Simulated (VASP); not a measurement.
# KZnF3: X-ray absorption with a core hole, part 2 of 3

Wanted: the near-edge structure of KZnF3. The cell has space group Pm-3m. The start is a cell from a database of measured crystal structures.

VASP 6.6.1, plane waves and PAW; the level of theory is named at each step.

So far: Starting point; Supercell without a hole.

**3. K edge, Wyckoff site Zn b, full hole**

This step: supercell core-hole method, PBE, full hole; plane waves and PAW (Zn, Zn, K_sv, F) (VASP 6.6.1).

One core electron is taken from the first atom, which POSCAR lists as a species of its own, and NELECT stays that of the neutral valence shell, so the cell is charged against a background. NBANDS covers the range above the edge. The first density still holds the charge taken from the core, which is what the BRMIX lines of the log report.

Input file INCAR:

```
SYSTEM = KZnF3
PREC = Accurate
ENCUT = 400
EDIFF = 1E-06
NELM = 100
ISMEAR = 0
SIGMA = 0.05
LREAL = Auto
ALGO = Normal
GGA = PE
LWAVE = .FALSE.
LCHARG = .FALSE.
ICORELEVEL = 2
CLNT = 1
CLN = 1
CLL = 0
CLZ = 1
CH_LSPEC = .TRUE.
CH_NEDOS = 1500
CH_SIGMA = 1
NBANDS = 472
NELECT = 336
```

Input file POSCAR:

```
KZnF3
1.0
    8.1000000000      0.0000000000      0.0000000000
    0.0000000000      8.1000000000      0.0000000000
    0.0000000000      0.0000000000      8.1000000000
Zn Zn K F
1 7 8 24
Direct
    0.2500000000      0.2500000000      0.2500000000
    0.2500000000      0.2500000000      0.7500000000
    0.2500000000      0.7500000000      0.2500000000
    0.2500000000      0.7500000000      0.7500000000
    0.7500000000      0.2500000000      0.2500000000
    0.7500000000      0.2500000000      0.7500000000
    0.7500000000      0.7500000000      0.2500000000
    0.7500000000      0.7500000000      0.7500000000
    0.0000000000      0.0000000000      0.0000000000
    0.0000000000      0.0000000000      0.5000000000
    0.0000000000      0.5000000000      0.0000000000
    0.0000000000      0.5000000000      0.5000000000
    0.5000000000      0.0000000000      0.0000000000
    0.5000000000      0.0000000000      0.5000000000
    0.5000000000      0.5000000000      0.0000000000
    0.5000000000      0.5000000000      0.5000000000
    0.2500000000      0.2500000000      0.0000000000
    0.2500000000      0.2500000000      0.5000000000
    0.2500000000      0.7500000000      0.0000000000
    0.2500000000      0.7500000000      0.5000000000
    0.7500000000      0.2500000000      0.0000000000
    0.7500000000      0.2500000000      0.5000000000
    0.7500000000      0.7500000000      0.0000000000
    0.7500000000      0.7500000000      0.5000000000
    0.0000000000      0.2500000000      0.2500000000
    0.0000000000      0.2500000000      0.7500000000
    0.0000000000      0.7500000000      0.2500000000
    0.0000000000      0.7500000000      0.7500000000
    0.5000000000      0.2500000000      0.2500000000
    0.5000000000      0.2500000000      0.7500000000
    0.5000000000      0.7500000000      0.2500000000
    0.5000000000      0.7500000000      0.7500000000
    0.2500000000      0.0000000000      0.2500000000
    0.2500000000      0.0000000000      0.7500000000
    0.2500000000      0.5000000000      0.2500000000
    0.2500000000      0.5000000000      0.7500000000
    0.7500000000      0.0000000000      0.2500000000
    0.7500000000      0.0000000000      0.7500000000
    0.7500000000      0.5000000000      0.2500000000
    0.7500000000      0.5000000000      0.7500000000
```

Input file KPOINTS:

```
Automatic mesh
0
Gamma
3 3 3
0 0 0
```

PAW data sets: Zn, Zn, K_sv and F (PBE family, release 64).

Command:

```
> mpirun -np 8 vasp_std
```

The program printed:

```text
[banner, memory and clock lines left out]
running    8 mpi-ranks, on    1 nodes
 distrk:  each k-point on    8 cores,    1 groups
 distr:  one band on    1 cores,    8 groups

 POSCAR found type information on POSCAR ZnZnK F
 POSCAR found :  4 types and      40 ions
 [... a notice as in an earlier step ...]

 LDA part: xc-table for (Slater+PW92), standard interpolation
 POSCAR, INCAR and KPOINTS ok, starting setup
 FFT: planning ... GRIDC
 FFT: planning ... GRID_SOFT
 FFT: planning ... GRID
 WAVECAR not read
 entering main loop
       N       E                     dE             d eps       ncg     rms          rms(c)
DAV:   1     0.332863314015E+04    0.33286E+04   -0.95191E+04  3776   0.725E+02
DAV:   2     0.108316494203E+03   -0.32203E+04   -0.27998E+04  3776   0.233E+02
DAV:   3    -0.306549097957E+03   -0.41487E+03   -0.39896E+03  4264   0.924E+01
DAV:   4    -0.323811672296E+03   -0.17263E+02   -0.16964E+02  5400   0.148E+01
DAV:   5    -0.324271584126E+03   -0.45991E+00   -0.45880E+00  5288   0.202E+00BRMIX: very serious problems
 the old and the new charge density differ
 old charge density:   337.00000 new  335.99992
    0.518E+01
DAV:   6    -0.306974827285E+03    0.17297E+02   -0.11401E+01  5456   0.154E+01    0.305E+01
DAV:   7    -0.306260169904E+03    0.71466E+00   -0.51522E+00  4576   0.390E+00    0.123E+01
DAV:   8    -0.305978250973E+03    0.28192E+00   -0.39922E-01  4552   0.178E+00    0.183E+00
DAV:   9    -0.305965828368E+03    0.12423E-01   -0.95476E-02  4792   0.947E-01    0.534E-01
DAV:  10    -0.305973150026E+03   -0.73217E-02   -0.72568E-02  4488   0.459E-01    0.366E-01
DAV:  11    -0.305973797915E+03   -0.64789E-03   -0.10353E-02  4544   0.181E-01    0.216E-01
DAV:  12    -0.305973758008E+03    0.39906E-04   -0.53907E-04  4896   0.282E-01    0.693E-02
DAV:  13    -0.305973812597E+03   -0.54588E-04   -0.12854E-03  4336   0.735E-02    0.567E-02
DAV:  14    -0.305973800974E+03    0.11623E-04   -0.51518E-05  4960   0.253E-02    0.286E-02
DAV:  15    -0.305973792734E+03    0.82395E-05   -0.22818E-05  4544   0.223E-02    0.157E-02
DAV:  16    -0.305973793240E+03   -0.50584E-06   -0.14363E-05  4304   0.121E-02    0.705E-03
DAV:  17    -0.305973793384E+03   -0.14425E-06   -0.14262E-06  3816   0.309E-03
   1 F= -.30597379E+03 E0= -.30597379E+03  d E =-.549914E-11
 Starting Core_Hole_Spec
 Ending Core_Hole_Spec
```

The job ended after 2.9 min (8 MPI ranks of AMD EPYC 9R45, shared host; peak memory 1.7 GiB).

OUTCAR, selected parts (step 3):

```text
NELECT = 336

 ion  position               nearest neighbor table
   1  0.250  0.250  0.250-  17 2.02  18 2.02  25 2.02  29 2.02  33 2.02  35 2.02
   2  0.250  0.250  0.750-  17 2.02  18 2.02  26 2.02  30 2.02  34 2.02  36 2.02
   3  0.250  0.750  0.250-  19 2.02  20 2.02  27 2.02  31 2.02  33 2.02  35 2.02
   4  0.250  0.750  0.750-  19 2.02  20 2.02  28 2.02  32 2.02  34 2.02  36 2.02
   5  0.750  0.250  0.250-  21 2.02  22 2.02  25 2.02  29 2.02  37 2.02  39 2.02
   6  0.750  0.250  0.750-  21 2.02  22 2.02  26 2.02  30 2.02  38 2.02  40 2.02
   7  0.750  0.750  0.250-  23 2.02  24 2.02  27 2.02  31 2.02  37 2.02  39 2.02
   8  0.750  0.750  0.750-  23 2.02  24 2.02  28 2.02  32 2.02  38 2.02  40 2.02
   9  0.000  0.000  0.000-
  10  0.000  0.000  0.500-
  11  0.000  0.500  0.000-
  12  0.000  0.500  0.500-
  13  0.500  0.000  0.000-
  14  0.500  0.000  0.500-
  15  0.500  0.500  0.000-
  16  0.500  0.500  0.500-
  17  0.250  0.250  0.000-   1 2.02   2 2.02
  18  0.250  0.250  0.500-   1 2.02   2 2.02
  19  0.250  0.750  0.000-   3 2.02   4 2.02
  20  0.250  0.750  0.500-   3 2.02   4 2.02
  21  0.750  0.250  0.000-   5 2.02   6 2.02
  22  0.750  0.250  0.500-   5 2.02   6 2.02
  23  0.750  0.750  0.000-   7 2.02   8 2.02
  24  0.750  0.750  0.500-   7 2.02   8 2.02
  25  0.000  0.250  0.250-   1 2.02   5 2.02
  26  0.000  0.250  0.750-   2 2.02   6 2.02
  27  0.000  0.750  0.250-   3 2.02   7 2.02
  28  0.000  0.750  0.750-   4 2.02   8 2.02
  29  0.500  0.250  0.250-   1 2.02   5 2.02
  30  0.500  0.250  0.750-   2 2.02   6 2.02
  31  0.500  0.750  0.250-   3 2.02   7 2.02
  32  0.500  0.750  0.750-   4 2.02   8 2.02
  33  0.250  0.000  0.250-   1 2.02   3 2.02
  34  0.250  0.000  0.750-   2 2.02   4 2.02
  35  0.250  0.500  0.250-   1 2.02   3 2.02
  36  0.250  0.500  0.750-   2 2.02   4 2.02
  37  0.750  0.000  0.250-   5 2.02   7 2.02
  38  0.750  0.000  0.750-   6 2.02   8 2.02
  39  0.750  0.500  0.250-   5 2.02   7 2.02
  40  0.750  0.500  0.750-   6 2.02   8 2.02

 Found      4 irreducible k-points:

   k-points           NKPTS =      4   k-points in BZ     NKDIM =      4   number of bands    NBANDS=    472

 the core state eigenenergies are
   1-  1s  -9935.5039  2s  -1260.9352  2p  -1124.7347  3s   -146.7475  3p   -100.6614

   2-  1s  -9517.9611  2s  -1151.4001  2p   -997.0450  3s   -123.2649  3p    -77.4780

   3-  1s  -9517.9611  2s  -1151.4001  2p   -997.0450  3s   -123.2649  3p    -77.4780

   4-  1s  -9517.3509  2s  -1150.7934  2p   -996.4376  3s   -122.6792  3p    -76.8939

   5-  1s  -9517.9611  2s  -1151.4001  2p   -997.0450  3s   -123.2649  3p    -77.4780

   6-  1s  -9517.3509  2s  -1150.7934  2p   -996.4376  3s   -122.6792  3p    -76.8939

   7-  1s  -9517.3509  2s  -1150.7934  2p   -996.4376  3s   -122.6792  3p    -76.8939

   8-  1s  -9517.1389  2s  -1150.5823  2p   -996.2263  3s   -122.4702  3p    -76.6851

   9-  1s  -3514.3410  2s   -345.6225  2p   -272.3328
  10-  1s  -3514.3410  2s   -345.6225  2p   -272.3328
  11-  1s  -3514.3410  2s   -345.6225  2p   -272.3328
  12-  1s  -3514.3410  2s   -345.6225  2p   -272.3328
  13-  1s  -3514.3410  2s   -345.6225  2p   -272.3328
  14-  1s  -3514.3410  2s   -345.6225  2p   -272.3328
  15-  1s  -3514.3410  2s   -345.6225  2p   -272.3328
  16-  1s  -3514.3410  2s   -345.6225  2p   -272.3328
  17-  1s   -654.9580
  18-  1s   -654.9580
  19-  1s   -653.5842
  20-  1s   -653.5842
  21-  1s   -653.5842
  22-  1s   -653.5842
  23-  1s   -653.2742
  24-  1s   -653.2742
  25-  1s   -654.9580
  26-  1s   -653.5842
  27-  1s   -653.5842
  28-  1s   -653.2742
  29-  1s   -654.9580
  30-  1s   -653.5842
  31-  1s   -653.5842
  32-  1s   -653.2742
  33-  1s   -654.9580
  34-  1s   -653.5842
  35-  1s   -654.9580
  36-  1s   -653.5842
  37-  1s   -653.5842
  38-  1s   -653.2742
  39-  1s   -653.5842
  40-  1s   -653.2742

 E-fermi :  -0.2036

 k-point     1 :       0.0000    0.0000    0.0000
  band No.  band energies     occupation
    ...
    164      -1.3630      2.00000
    165      -1.3630      2.00000
    166      -0.6456      2.00000
    167      -0.4264      2.00000
    168      -0.4264      2.00000
    169       2.0127      0.00000
    170       4.3933      0.00000
    171       5.8040      0.00000
    172       5.8040      0.00000
    173       6.9166      0.00000
    ...

 k-point     2 :       0.3333    0.0000    0.0000
  band No.  band energies     occupation
    ...
    164      -1.5324      2.00000
    165      -1.2749      2.00000
    166      -0.8461      2.00000
    167      -0.7872      2.00000
    168      -0.4447      2.00000
    169       2.2669      0.00000
    170       4.3437      0.00000
    171       5.3256      0.00000
    172       6.0362      0.00000
    173       6.4892      0.00000
    ...

  Total      -22.1552797    -22.1552797    -22.1552797      0.0000000      0.0000000     -0.0000000
  in kB      -66.7932787    -66.7932787    -66.7932787      0.0000000      0.0000000     -0.0000000
  external PRESSURE =     -66.7932787 kB  Pullay stress =       0.0000000 kB

 POSITION                                       TOTAL-FORCE (eV/Angst)
 -----------------------------------------------------------------------------------
      2.02500      2.02500      2.02500         0.000000      0.000000      0.000000
      2.02500      2.02500      6.07500         0.000000      0.000000      0.000000
      2.02500      6.07500      2.02500         0.000000      0.000000      0.000000
      2.02500      6.07500      6.07500         0.000000      0.000000      0.000000
      6.07500      2.02500      2.02500         0.000000      0.000000      0.000000
      6.07500      2.02500      6.07500         0.000000      0.000000      0.000000
      6.07500      6.07500      2.02500         0.000000      0.000000      0.000000
      6.07500      6.07500      6.07500         0.000000      0.000000      0.000000
      0.00000      0.00000      0.00000        -0.240855     -0.240855     -0.240855
      0.00000      0.00000      4.05000        -0.240855     -0.240855      0.240855
      0.00000      4.05000      0.00000        -0.240855      0.240855     -0.240855
      0.00000      4.05000      4.05000        -0.240855      0.240855      0.240855
      4.05000      0.00000      0.00000         0.240855     -0.240855     -0.240855
      4.05000      0.00000      4.05000         0.240855     -0.240855      0.240855
      4.05000      4.05000      0.00000         0.240855      0.240855     -0.240855
      4.05000      4.05000      4.05000         0.240855      0.240855      0.240855
      2.02500      2.02500      0.00000         0.000000      0.000000      2.158067
      2.02500      2.02500      4.05000         0.000000      0.000000     -2.158067
      2.02500      6.07500      0.00000         0.000000      0.000000      0.346929
      2.02500      6.07500      4.05000         0.000000      0.000000     -0.346929
      6.07500      2.02500      0.00000         0.000000      0.000000      0.346929
      6.07500      2.02500      4.05000         0.000000      0.000000     -0.346929
      6.07500      6.07500      0.00000         0.000000      0.000000      0.131184
      6.07500      6.07500      4.05000         0.000000      0.000000     -0.131184
      0.00000      2.02500      2.02500         2.158067      0.000000      0.000000
      0.00000      2.02500      6.07500         0.346929      0.000000      0.000000
      0.00000      6.07500      2.02500         0.346929      0.000000      0.000000
      0.00000      6.07500      6.07500         0.131184      0.000000      0.000000
      4.05000      2.02500      2.02500        -2.158067      0.000000      0.000000
      4.05000      2.02500      6.07500        -0.346929      0.000000      0.000000
      4.05000      6.07500      2.02500        -0.346929      0.000000      0.000000
      4.05000      6.07500      6.07500        -0.131184      0.000000      0.000000
      2.02500      0.00000      2.02500         0.000000      2.158067      0.000000
      2.02500      0.00000      6.07500         0.000000      0.346929      0.000000
      2.02500      4.05000      2.02500         0.000000     -2.158067      0.000000
      2.02500      4.05000      6.07500         0.000000     -0.346929      0.000000
      6.07500      0.00000      2.02500         0.000000      0.346929      0.000000
      6.07500      0.00000      6.07500         0.000000      0.131184      0.000000
      6.07500      4.05000      2.02500         0.000000     -0.346929      0.000000
      6.07500      4.05000      6.07500         0.000000     -0.131184      0.000000
 -----------------------------------------------------------------------------------
    total drift:                               -0.000000      0.000000     -0.000000

  FREE ENERGIE OF THE ION-ELECTRON SYSTEM (eV)
  ---------------------------------------------------
  free  energy   TOTEN  =      -305.9737933842 eV

  energy  without entropy=     -305.9737933842  energy(sigma->0) =     -305.97379338

[... 7 parts as in an earlier step ...]

[... 2 further parts left out ...]
```

Numbers from this step:

```
free energy (TOTEN) : -305.9738 eV
Fermi energy        : -0.2036 eV
```

Smoothed further by a Gaussian, to a width of roughly 2 to 2.4 eV in all; heights scale with one over the cell volume; the energy axis is the program's own, and the fall at its high end is where NBANDS ends. Table of imaginary dielectric function times 10^5, xx by photon energy; read off at these points:

```
photon energy (eV)  imaginary dielectric function times 10^5, xx
            9525.0                                        1.0e-6
            9526.4                                        1.6e-5
            9527.8                                        4.0e-4
            9528.5                                       0.00133
            9529.9                                       0.00689
            9531.2                                        0.0220
            9532.6                                        0.0320
            9533.3                                        0.0286
            9534.7                                        0.0259
            9536.0                                        0.0358
            9537.4                                        0.0269
            9538.1                                        0.0179
            9539.5                                       0.00863
            9540.9                                       0.00612
            9542.2                                       0.00402
            9542.9                                       0.00376
            9544.3                                       0.00755
            9545.7                                        0.0124
            9547.0                                       0.00919
            9547.7                                       0.00708
            9549.1                                       0.00669
            9550.5                                        0.0107
            9551.9                                        0.0137
            9552.5                                        0.0116
            9553.9                                       0.00554
            9555.3                                       0.00450
            9556.7                                       0.00471
            9557.3                                       0.00454
            9558.7                                       0.00536
            9560.1                                       0.00621
            9561.5                                       0.00441
            9562.2                                       0.00264
            9563.5                                        3.6e-4
            9564.9                                        1.0e-5
            9566.3                                             0
            9567.0                                             0
            9568.3                                             0
            9569.7                                             0
```

The smoothed xx curve reaches a tenth of its top at about 9529 eV.

(Part 2 of 3 ends here.)

[Lines on the potential files, build, host, timing and source positions are cut from VASP's logs without a mark.]

[Logs are printed without paths, hosts, clocks, repeated set-up lines and the standing remarks that a program may print on its own settings, such as how far it seeks lower states.]

[Hosts, paths, dates, database ids (printed as entryN), source tags and the programs' standing remarks are cut or masked in the printed files.]
